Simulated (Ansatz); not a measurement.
# Sn (Immm) in Ansatz: convergence with xc grid

Aim: find how far xc grid must go before the results for Sn settle, at PBE. This setting moves, with any that are tied to it; all else stays.

Program: Ansatz 0.2.0. These are calculated values, not measurements. Logs are shortened: lines on timing, memory, paths and dates and some standing lists are left out, and cuts for length are marked.

## 1. The structure

It takes space group Immm (No. 71, orthorhombic). Conventional cell: a = 3.453 Å, b = 3.551 Å, c = 4.677 Å, α = 90.00°, β = 90.00°, γ = 90.00°. Sn (site symmetry mmm) is surrounded by 12 Sn at 3.41 to 3.55 Å.

This isn't the form of Sn at room conditions, which is tetragonal (white tin).

## 2. With xc grid 1

Contents of input.yaml:

```yaml
crystal:
  lattice:
    - [-1.726539, 1.775547, 2.338342]
    - [1.726539, -1.775547, 2.338342]
    - [1.726539, 1.775547, -2.338342]
  atoms:
    - { symbol: Sn, position: [0.0, 0.0, 0.0] }
kpoints:
  mp_grid: { grid: [11, 11, 11] }
scf:
  occupations: { method: fermi_dirac, width: 0.05 }
hamiltonian:
  xc: pbe
  pseudopotentials: { kind: all_electron, lapw: { basis_error: 0.001 } }
output:
  forces: true
  stress: true
  eigenvalues: true
basis:
  xc_grid: 1
```

Potentials or basis: all-electron LAPW, scalar-relativistic.

Started as:

```bash
$ ansatz run input.yaml --threads 1 --pin off --max-ram 3072MiB --backend cpu --events-out ev --progress --plain --runs-dir out
```

The log of the run:

```text
Warning: RAYON_NUM_THREADS=1 ignored (pool sized by the plan → 1); use --threads N
LAPW: plane waves up to 6.372 Å⁻¹, error target 1.0e-3 eV per atom; small_component_spin mean_spin; Sn in spheres of 1.703 Å, 22 of its electrons in bands, Dirac shells [] (how accurate: hamiltonian.pseudopotentials.lapw.basis_error, Limitations)
Engine: ansatz 0.2.0, aarch64-unknown-linux-gnu
Pseudopotentials: kind: all_electron
Pseudopotential: Sn, LAPW, valence charge 22, lapw/all_electron/scalar/gaussian/Sn, Koelling and Harmon's equation, gaussian nucleus
Functional definition: PBE
  parameter kappa = 0.804
  parameter beta = 0.06672455060314922
  exchange = pbe_x(kappa = kappa, mu = beta*pi^2/3)
  correlation = pbe_c(beta = beta)
Crystal: 1 atoms, lattice volume = 28.673 Å³
Basis set: ecut = 154.68137791220363 eV, 129 PW (Γ), exchange–correlation at level 1
Bands: 15, of which v1, the nominal top of the filled ones, is band 11 counted from 1 (10 counted from 0)
Symmetry: 8 space group operations
Space group: Immm (ITA 71), of the structure as read, at distance tolerance 3.1e-5 Å
k-points: 216 of 1331
Non-local potential: Sn, projectors of the file, none
Initial density: superposition of atomic densities (chi_scale 0.1, normalization cell)
Initial wavefunctions: plane waves of lowest kinetic energy (no species holds an atomic orbital)
Functional: x = pbe(κ = 0.804, μ = 0.2195149727645171), c = pbe(β = 0.06672455060314922)
iter 1 solved again at ethr=1.79e-5 eV; its pass at ethr=1.00e-1 eV (dr2=3.93e-3 eV) is discarded
SCF iter   1: F=—  HF=-168089.387377 eV  |F-HF|=—  |Δ(HF+E_count)|=         —  Δρ=4.30e-3  dr2=4.00e-3  ethr=1.79e-5  ⟨swp⟩=3.8  Hψ=23781  notcnv=0
preconditioner: auto → Kerker (q_TF=auto, 2.610 Å⁻¹)  [metal: Δε(μ)=0.027 eV  Ē_g=22.611 eV  σ=0.050 eV  W_gap=0.13  n_scr=12 (ndim 8)  ℏωp=25.9 eV  f_vac=0.000  D(μ)=0.43/eV (n_scr^D=0)]
SCF iter   2: F=—  HF=-168089.376891 eV  |F-HF|=—  |Δ(HF+E_count)|=   1.05e-2  Δρ=2.67e-3  dr2=1.86e-3  ethr=1.79e-5  ⟨swp⟩=2.0  Hψ=9306  notcnv=0
SCF iter   3: F=—  HF=-168089.376243 eV  |F-HF|=—  |Δ(HF+E_count)|=   6.47e-4  Δρ=1.54e-3  dr2=7.32e-4  ethr=8.46e-6  ⟨swp⟩=2.0  Hψ=9307  notcnv=0
SCF iter   4: F=—  HF=-168089.376270 eV  |F-HF|=—  |Δ(HF+E_count)|=   2.64e-5  Δρ=7.73e-4  dr2=2.15e-4  ethr=3.33e-6  ⟨swp⟩=2.0  Hψ=9308  notcnv=0
iter 5 solved again at ethr=2.91e-8 eV; its pass at ethr=9.75e-7 eV (dr2=6.41e-6 eV) is discarded
SCF iter   5: F=—  HF=-168089.376341 eV  |F-HF|=—  |Δ(HF+E_count)|=   7.08e-5  Δρ=1.36e-4  dr2=6.43e-6  ethr=2.91e-8  ⟨swp⟩=2.0  Hψ=15806  notcnv=0
SCF iter   6: F=—  HF=-168089.376342 eV  |F-HF|=—  |Δ(HF+E_count)|=   1.29e-6  Δρ=3.50e-5  dr2=2.43e-7  ethr=2.91e-8  ⟨swp⟩=2.0  Hψ=9307  notcnv=0
SCF iter   7: F=-168089.376342 eV  HF=-168089.376342 eV  |F-HF|=8.47e-9  |Δ(HF+E_count)|=   1.77e-7  Δρ=6.94e-6  dr2=1.18e-8  ethr=1.11e-9  ⟨swp⟩=3.0  Hψ=9651  notcnv=0
SCF 1 converged in 7 iterations: F = -168089.376342 eV  dr2 = 1.18e-8
SCF converged after 7 iterations
Free energy (F): -168089.376342 eV
Harris-Foulkes:  -168089.376342 eV  (|F-HF|=8.47e-9)
Internal energy: -168089.372807 eV  (E = F + TS)
E sigma→0 (E₀):  -168089.374575 eV
Entropy (-TS):   -0.003535 eV (-3.535 meV/atom)
Fermi energy:    12.926405 eV
--- Per-component energies (eV) ---
  E_band       = -719.225531
  E_kinetic    = 176782.786001
  E_xc         = -4497.189948
  E_electrostatic = -340374.968860  (all electrons and nuclei)
  E_smearing   = -0.003535  (= −TS)
  E_closure    = 0.000000  (closes the sum)
  E_atoms      = -168085.610346  (free atoms, spherical and without spin; not in F)
  Σ components = -168089.376342   (vs F -168089.376342, Δ=0.00e0)
  Basis errors (estimates in eV, not in F): energy 2.1e-4 per atom: plane waves 2.0e-4 (1.0e-4 summed), levels above the bands 2.2e-89, relativity 2.5e-8, radial functions 3.3e-6, core shells 6.1e-11; eigenvalues (radial functions only) 9.6e-6; not estimated: angular momenta, meshes, grids; target (lapw.basis_error) 1.0e-3; muffin-tin radii Sn 1.703 Å
--- Forces (eV/Å), atoms counted from 1 ---
  atom   1  Sn     0.00000000     0.00000000     0.00000000
  max |Σ_I F_I| component: 4.93e-32 eV/Å
--- Stress (GPa, compression-positive) ---
       -0.367415      -0.000000      -0.000000
       -0.000000      -2.059009       0.000000
       -0.000000       0.000000      -0.655332
  P = ⅓ Tr σ = -1.0273 GPa (-10.273 kbar)
--- Band table (eV; the first three rows and the last of 216) ---
  k-point 0: bands = ["-116.5726", "-72.3587", "-72.3548", "-72.3505", "-8.6414", "-8.6267", "-8.6076", "-8.5788", "-8.5434", "2.1625", "19.9558", "20.1002", "20.5050", "23.5230", "24.0239"]
  k-point 1: bands = ["-116.5726", "-72.3588", "-72.3549", "-72.3506", "-8.6415", "-8.6190", "-8.5988", "-8.5811", "-8.5424", "2.3713", "19.1666", "19.2068", "19.6132", "22.1862", "24.7662"]
  k-point 2: bands = ["-116.5726", "-72.3591", "-72.3552", "-72.3508", "-8.6538", "-8.5925", "-8.5860", "-8.5747", "-8.5357", "2.9978", "17.4502", "17.7271", "18.0138", "20.8504", "21.9427"]
  k-point 215: bands = ["-116.5724", "-72.3598", "-72.3560", "-72.3527", "-8.6822", "-8.6430", "-8.5076", "-8.4791", "-8.4773", "8.5027", "9.9740", "13.7812", "14.2594", "17.6975", "19.5539"]
```

Run time: 13 s. Hardware: 1 thread of Arm Neoverse V1, shared host; peak memory 0.34 GiB.

What came out:

```yaml
Free_energy: -168089.3763 eV
Pressure: -1.0 GPa
Band_gap_on_the_k_mesh: none (metal or under the smearing width)
```

## 3. With xc grid 2

input.yaml: that of step 2 with these lines changed.

```diff
@@ -19,2 +19,2 @@
 basis:
-  xc_grid: 1
+  xc_grid: 2
```

Potentials or basis: all-electron LAPW, scalar-relativistic.

Started as:

```bash
$ ansatz run input.yaml --threads 1 --pin off --max-ram 3072MiB --backend cpu --events-out ev --progress --plain --runs-dir out
```

It took 13 s on 1 thread of Arm Neoverse V1, shared host; peak memory 0.34 GiB.

Results:

| Quantity | Value |
| --- | --- |
| Free energy | -168089.3763 eV |
| Pressure | -1.0 GPa |
| Band gap on the k mesh | none (metal or under the smearing width) |

## 4. With xc grid 3

input.yaml: that of step 3 with these lines changed.

```diff
@@ -19,2 +19,2 @@
 basis:
-  xc_grid: 2
+  xc_grid: 3
```

Started as:

```bash
$ ansatz run input.yaml --threads 1 --pin off --max-ram 3072MiB --backend cpu --events-out ev --progress --plain --runs-dir out
```

Wall time 13 s (1 thread of Arm Neoverse V1, shared host); peak memory 0.34 GiB.

It converged, with:

* Free energy: -168089.3763 eV
* Pressure: -1.0 GPa
* Band gap on the k mesh: none (metal or under the smearing width)

## 5. With xc grid 4

input.yaml: that of step 4 with these lines changed.

```diff
@@ -19,2 +19,2 @@
 basis:
-  xc_grid: 3
+  xc_grid: 4
```

Started as:

```bash
$ ansatz run input.yaml --threads 1 --pin off --max-ram 3072MiB --backend cpu --events-out ev --progress --plain --runs-dir out
```

Run time: 14 s. Hardware: 1 thread of Arm Neoverse V1, shared host; peak memory 0.34 GiB.

The run converged. Its results:

```
Free energy            : -168089.3763 eV
Pressure               : -1.0 GPa
Band gap on the k mesh : none (metal or under the smearing width)
```

## 6. Summary

```
xc grid  energy less the tightest run, at zero smearing (meV/atom)  SCF cycles  CPU time (s)  peak memory (GiB)
      1                                                       0.00           7            13               0.34
      2                                                       0.00           7            13               0.34
      3                                                       0.00           7            13               0.34
      4                                                       0.00           7            14               0.34
```

Against the tightest run, the energy stays within 1 meV/atom from 1 on. The tightest run that finished is the yardstick and may itself not be fully converged.
